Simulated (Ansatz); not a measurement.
# MnS: the cost of one run

Method: DFT PBE+U (U_eff = 2 eV on Mn d), plane waves, PAW, in Ansatz 0.2.0.

The COD entry's cell or inner coordinates are ideal or old and differ from later refinements, so a difference from it is no clean test against experiment.

### Step 1. The starting structure

It takes space group P6_3mc (No. 186, hexagonal). Conventional cell: a = 3.976 Å, b = 3.976 Å, c = 6.432 Å, α = 90.00°, β = 90.00°, γ = 120.00°. Around Mn (site symmetry 3m) lie 4 S at 2.41 to 2.48 Å. S (site symmetry 3m) is surrounded by 4 Mn at 2.41 to 2.48 Å.

As a file:

```cif
data_structure
_symmetry_space_group_name_H-M 'P 1'
_symmetry_Int_Tables_number 1
_cell_length_a 3.9760
_cell_length_b 3.9760
_cell_length_c 6.4320
_cell_angle_alpha 90.000
_cell_angle_beta 90.000
_cell_angle_gamma 120.000
_cell_volume 88.06
loop_
_atom_site_label
_atom_site_type_symbol
_atom_site_fract_x
_atom_site_fract_y
_atom_site_fract_z
_atom_site_occupancy
Mn1 Mn 0.33333 0.66667 0.00000 1
Mn2 Mn 0.66667 0.33333 0.50000 1
S1 S 0.33333 0.66667 0.38500 1
S2 S 0.66667 0.33333 0.88500 1
```

Magnetic order typed: opposed in the cell.

An earlier series on this cell reached its lowest free state from «from atoms, symmetry kept, no search», perhaps among other starts.

### Step 2. From atoms, default search

Contents of input.yaml:

```yaml
crystal:
  lattice:
    - [3.97600161, 0.0, 0.0]
    - [-1.9880008, 3.4433184, 0.0]
    - [0.0, 0.0, 6.4320005]
  atoms:
    - { symbol: Mn, position: [0.3333333333, 0.6666666667, 0.0], spin: 5.0, spin_axis: [0.57735, 0.57735, 0.57735] }
    - { symbol: Mn, position: [0.6666666667, 0.3333333333, 0.5], spin: 5.0, spin_axis: [-0.57735, -0.57735, -0.57735] }
    - { symbol: S, position: [0.3333333333, 0.6666666667, 0.385] }
    - { symbol: S, position: [0.6666666667, 0.3333333333, 0.885] }
basis:
  ecutwfc: 420
  ecutrho_ratio: 4
kpoints:
  mp_grid: { grid: [6, 6, 3] }
hamiltonian:
  xc: pbe
  hubbard:
    sites: [{ site: 0, l: d, u_eff: 2.0 }, { site: 1, l: d, u_eff: 2.0 }]
scf:
  occupations: { method: gaussian, width: 0.05 }
output:
  forces: true
  stress: true
  eigenvalues: true
  populations: true
  hubbard: { sites: [{ site: 0, l: d }, { site: 1, l: d }] }
  write_density: true
  write_potential: true
  elf: true
  volumetric_format: npy
magnetization:
  noncollinear: true
  spin_orbit: true
```

This run includes spin–orbit coupling.

Launch:

```bash
> ansatz run input.yaml --threads 4 --pin off --max-ram 6144MiB --backend cpu --events-out ev --progress --plain --runs-dir out
```

What time and memory should one allow on 4 threads of Arm Neoverse V1, shared host?

About 76 s, with a peak of 1.7 GiB.
